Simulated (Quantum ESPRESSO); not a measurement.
A calculation with Quantum ESPRESSO 7.5 of Rh (ASE script, structure from a POSCAR):

File run.py:

```python
import numpy as np
from ase.calculators.espresso import Espresso, EspressoProfile
from ase.io import read

atoms = read('POSCAR')

input_data = {
    'control': {'calculation': 'scf', 'prefix': 'pwscf', 'outdir': './tmp', 'tprnfor': True, 'tstress': True, 'disk_io': 'nowf'},
    'system': {'ecutwfc': 60.0, 'nbnd': 25, 'occupations': 'smearing', 'smearing': 'fd', 'degauss': 0.00367493},
    'electrons': {'conv_thr': 4e-10, 'electron_maxstep': 120, 'mixing_beta': 0.5},
}
pseudopotentials = {'Rh': 'Rh_ONCV_PBE-1.0.oncvpsp.upf'}
profile = EspressoProfile(command='pw.x', pseudo_dir='pseudo')
dft = Espresso(profile=profile, input_data=input_data, pseudopotentials=pseudopotentials, kpts=(11, 11, 6), koffset=(0, 0, 0))
atoms.calc = dft

print(f'energy {atoms.get_potential_energy():.8f} eV')
print('forces (eV/A)')
print(np.round(atoms.get_forces(), 6))
print('stress (eV/A^3, Voigt)')
print(np.round(atoms.get_stress(), 8))
print(f'Fermi level {dft.get_fermi_level():.4f} eV')
```

File POSCAR:

```
Rh
1.0
    2.7309790422      0.0000000000      0.0000000000
   -1.3654895211      2.3650972278      0.0000000000
    0.0000000000      0.0000000000      4.4284890000
Rh
2
Direct
    0.3333333333      0.6666666667      0.2500000000
    0.6666666667      0.3333333333      0.7500000000
```

Potentials or basis: SSSP 1.3 efficiency PBE.

Command:

```bash
$ OMP_NUM_THREADS=1 python run.py
```

This isn't the form of Rh at room conditions, which is fcc.

Q: Write the same calculation in another form: native input, structure typed inline.

A: As run:

pw.in

```
&CONTROL
  calculation = 'scf'
  prefix = 'pwscf'
  outdir = './tmp'
  pseudo_dir = './pseudo'
  tprnfor = .true.
  tstress = .true.
  disk_io = 'low'
/
&SYSTEM
  ibrav = 0
  celldm(1) = 8
  nat = 2
  ntyp = 1
  ecutwfc = 60
  nbnd = 25
  occupations = 'smearing'
  smearing = 'fd'
  degauss = 0.00367493
/
&ELECTRONS
  conv_thr = 4d-10
  electron_maxstep = 120
  mixing_beta = 0.5
/
ATOMIC_SPECIES
Rh   102.9055 Rh_ONCV_PBE-1.0.oncvpsp.upf
CELL_PARAMETERS alat
  0.6451003052314   0.0000000000000   0.0000000000000
 -0.3225501526157   0.5586732523317   0.0000000000000
  0.0000000000000   0.0000000000000   1.0460789194897
ATOMIC_POSITIONS crystal
Rh     0.3333333333    0.6666666667    0.2500000000
Rh     0.6666666667    0.3333333333    0.7500000000
K_POINTS automatic
11 11 6 0 0 0
```

Contents of pp_density.in:

```
&INPUTPP
  prefix = 'pwscf'
  outdir = './tmp'
  filplot = 'density.dat'
  plot_num = 0
/
&PLOT
  nfile = 1
  filepp(1) = 'density.dat'
  iflag = 3
  output_format = 6
  fileout = 'density.cube'
/
```

The input pp_potential.in:

```
&INPUTPP
  prefix = 'pwscf'
  outdir = './tmp'
  filplot = 'potential.dat'
  plot_num = 11
/
&PLOT
  nfile = 1
  filepp(1) = 'potential.dat'
  iflag = 3
  output_format = 6
  fileout = 'potential.cube'
/
```

Contents of pp_elf.in:

```
&INPUTPP
  prefix = 'pwscf'
  outdir = './tmp'
  filplot = 'elf.dat'
  plot_num = 8
/
&PLOT
  nfile = 1
  filepp(1) = 'elf.dat'
  iflag = 3
  output_format = 6
  fileout = 'elf.cube'
/
```

Potentials or basis: SSSP 1.3 efficiency PBE.

The run is started by

```sh
$ OMP_NUM_THREADS=1 pw.x -in pw.in > pw.out
$ OMP_NUM_THREADS=1 pp.x -in pp_density.in > pp_density.out
$ OMP_NUM_THREADS=1 pp.x -in pp_potential.in > pp_potential.out
$ OMP_NUM_THREADS=1 pp.x -in pp_elf.in > pp_elf.out
```

Both were run:

|  | ASE script, structure from a POSCAR | native input, structure typed inline |
| --- | --- | --- |
| Pressure | -4.0 GPa | -4.0 GPa |
| Band gap on the k mesh | none (metal or under the smearing width) | none (metal or under the smearing width) |

Keys that steer only the numerical path or the files written may differ.
